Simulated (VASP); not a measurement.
# Pm (Im-3m) in VASP: a series of runs, part 2 of 2

VASP 6.6.1.

## (3) Single point, PBE, collinear spin, typed start

This run uses another cell than the first one, of 37.47 Å³/atom, 1.115 times its volume.

Input file INCAR:

```
SYSTEM = Pm
  ALGO = Normal
  EDIFF = 1E-7
  ENCUT = 520
  GGA = PE
  ISIF = 2
  ISMEAR = 0
  ISPIN = 2
  LASPH = .True.
  LCHARG = .True.
  LELF = .True.
  LMAXMIX = 6
  LORBIT = 11
  LREAL = .False.
  LVHAR = .True.
  LWAVE = .False.
  MAGMOM = 5.29
  NBANDS = 18
  NELM = 150
  PREC = Accurate
  SIGMA = 0.05
```

Input file KPOINTS:

```
k-points
0
Gamma
  14 14 14
  0 0 0
```

Input file POSCAR:

```
Pm
1.0
   -2.1079974562      2.1079974562      2.1079974562
    2.1079974562     -2.1079974562      2.1079974562
    2.1079974562      2.1079974562     -2.1079974562
Pm
1
Direct
    0.0000000000      0.0000000000      0.0000000000
```

Potentials or basis: VASP PAW PBE potentials, release 64 (Pm).

Started as:

```
> cat potpaw_PBE.64/Pm/POTCAR > POTCAR
> mpirun -np 1 vasp_std > vasp.out
```

OUTCAR:

```text
SYSTEM = Pm
   EDIFF = 1E-7
   ENCUT = 520
   GGA = PE
   ISIF = 2
   ISMEAR = 0
   ISPIN = 2
   LASPH = .True.
   LORBIT = 11
   LREAL = .False.
   NELM = 150
   PREC = Accurate

 ion  position               nearest neighbor table
   1  0.000  0.000  0.000-

  LATTYP: Found a body centered cubic cell.
 ALAT       =     4.2159949124

  Lattice vectors:

 A1 = (  -2.1079974562,   2.1079974562,   2.1079974562)
 A2 = (   2.1079974562,  -2.1079974562,   2.1079974562)
 A3 = (   2.1079974562,   2.1079974562,  -2.1079974562)

Analysis of symmetry for initial positions (statically):
[... 1214 lines left out ...]
  -------------------------------------------------------------------------------------
  Total       -0.0324745     -0.0324745     -0.0324745     -0.0000000     -0.0000000     -0.0000000
  in kB       -1.3886181     -1.3886181     -1.3886181     -0.0000000     -0.0000000     -0.0000000
  external PRESSURE =      -1.3886181 kB  Pullay stress =       0.0000000 kB

 VOLUME and BASIS-vectors are now :
 -----------------------------------------------------------------------------
  energy-cutoff  :      520.00
  volume of cell :       37.47
      direct lattice vectors                 reciprocal lattice vectors
    -2.107997456  2.107997456  2.107997456     0.000000000  0.237191937  0.237191937
     2.107997456 -2.107997456  2.107997456     0.237191937  0.000000000  0.237191937
     2.107997456  2.107997456 -2.107997456     0.237191937  0.237191937  0.000000000

 POSITION                                       TOTAL-FORCE (eV/Angst)
 -----------------------------------------------------------------------------------
      0.00000      0.00000      0.00000         0.000000     -0.000000     -0.000000
 -----------------------------------------------------------------------------------
    total drift:                                0.000000      0.000000      0.000000

  FREE ENERGIE OF THE ION-ELECTRON SYSTEM (eV)
  ---------------------------------------------------
  free  energy   TOTEN  =        -7.7174060714 eV

  energy  without entropy=       -7.7095841611  energy(sigma->0) =       -7.71349512

 total charge

# of ion       s       p       d       f       tot
--------------------------------------------------
    1        2.049   5.495   0.438   4.401  12.382

 magnetization (x)

# of ion       s       p       d       f       tot
--------------------------------------------------
    1       -0.007   0.029   0.179   4.392   4.593
```

OSZICAR:

```text
N       E                     dE             d eps       ncg     rms          rms(c)
DAV:   1     0.116351201319E+03    0.11635E+03   -0.62827E+03  7712   0.128E+03
DAV:   2     0.800407381175E+01   -0.10835E+03   -0.95387E+02  8392   0.195E+02
DAV:   3    -0.539241238295E+01   -0.13396E+02   -0.12917E+02  9474   0.804E+01
DAV:   4    -0.617515926293E+01   -0.78275E+00   -0.77292E+00 11778   0.190E+01
DAV:   5    -0.620536458522E+01   -0.30205E-01   -0.30166E-01 10084   0.291E+00    0.257E+01
DAV:   6    -0.130384706885E+02   -0.68331E+01   -0.10893E+01  9752   0.473E+01    0.330E+01
DAV:   7    -0.768302248010E+01    0.53554E+01   -0.20921E+01  9206   0.265E+01    0.990E+00
DAV:   8    -0.782091495221E+01   -0.13789E+00   -0.13498E+00 10598   0.106E+01    0.110E+01
DAV:   9    -0.769501682297E+01    0.12590E+00   -0.72185E-01 10840   0.827E+00    0.301E+00
DAV:  10    -0.771342715353E+01   -0.18410E-01   -0.58179E-02 11486   0.162E+00    0.150E+00
DAV:  11    -0.771520351624E+01   -0.17764E-02   -0.37550E-02 11228   0.189E+00    0.364E-01
DAV:  12    -0.771694213172E+01   -0.17386E-02   -0.87142E-03 10720   0.641E-01    0.665E-01
DAV:  13    -0.771749906308E+01   -0.55693E-03   -0.82391E-03 10936   0.539E-01    0.343E-01
DAV:  14    -0.771742584473E+01    0.73218E-04   -0.30039E-04 11008   0.126E-01    0.126E-01
DAV:  15    -0.771741068485E+01    0.15160E-04   -0.25016E-04 10868   0.884E-02    0.566E-02
DAV:  16    -0.771740516556E+01    0.55193E-05   -0.34266E-05 10986   0.418E-02    0.490E-03
DAV:  17    -0.771740609759E+01   -0.93203E-06   -0.50052E-07  9248   0.681E-03    0.479E-03
DAV:  18    -0.771740607139E+01    0.26198E-07   -0.16030E-07  4866   0.259E-03
   1 F= -.77174061E+01 E0= -.77134951E+01  d E =-.782191E-02  mag=     5.2192
```

stdout:

```text
POSCAR found type information on POSCAR Pm
 POSCAR found :  1 types and       1 ions
 scaLAPACK will be used
 LDA part: xc-table for (Slater+PW92), standard interpolation
 POSCAR, INCAR and KPOINTS ok, starting setup
 FFT: planning ... GRIDC
 FFT: planning ... GRID_SOFT
 FFT: planning ... GRID
 WAVECAR not read
 entering main loop
```

It took 1.9 min on 1 thread of AMD EPYC 9R45 (Zen 5), shared host; peak memory 0.23 GiB.

What came out:

```
Free energy                                           : -7.7174 eV
Pressure                                              : -0.1 GPa
Band gap on the k mesh                                : none (metal or under the smearing width)
Net moment                                            : 5.22 μB per cell
Site moments                                          : Pm +4.59 μB
Valence electrons inside the program's atomic spheres : Pm 12.38
```

Caveat: the magnetic or orbital state may not be the lowest; spin-orbit coupling is left out, which moves the levels of the heavy elements. The state reached can hang on the start; a lower one may exist.
